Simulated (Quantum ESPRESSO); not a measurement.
## TaN under changes of volume

One of the cells (10.813 Å³/atom); the others are scaled copies at fixed shape and fractional positions:

```
Ta N
1.0
     0.00000    2.21132    2.21132
     2.21132    0.00000    2.21132
     2.21132    2.21132    0.00000
Ta N
1 1
Direct
  0.50000 0.50000 0.50000
  0.00000 0.00000 0.00000
```

The cell comes from a database or a generator and needn't be the stable form of this composition.

| Item | Value |
| --- | --- |
| Program | Quantum ESPRESSO 7.5 |
| Functional | PBE |
| Dispersion | D3(BJ) |
| Potentials or basis | PseudoDojo 0.4.1 SR PBE standard |
| Cutoff | 1143 eV |
| Density cutoff | 4572 eV |
| k mesh | 10 × 10 × 10 |
| Occupations | fermi-dirac, width 0.05 eV |
| Spin | no spin polarisation |

| volume (Å³/atom) | energy over the lowest point (meV/atom) | pressure (GPa) |
| --- | --- | --- |
| 10.164 | 18.03 | 14.8 |
| 10.381 | 3.78 | 6.5 |
| 10.597 | 0.00 | -0.8 |
| 10.813 | 5.66 | -7.4 |
| 11.030 | 19.73 | -13.3 |
| 11.246 | ? | ? |
| 11.462 | 69.61 | -23.3 |

Problem. What does the run at 11.246 Å³/atom give?

Solution. Energy over the lowest point 41.29 meV/atom; pressure -18.6 GPa.

Worked out: A Birch-Murnaghan fit of order 3 (a polynomial in V^(-2/3)) to the other rows has its minimum at 10.57 Å³/atom with B0 = V·E''(V) = 344 GPa and B' = 4.3. It gives 41.30 meV/atom at 11.246 Å³/atom, against the run's 41.29, and -dE/dV = -18.6 GPa, against -18.6.

Energies are extrapolated to zero smearing.

Caveats: pairwise dispersion overbinds metals, which lowers pressure and volume.
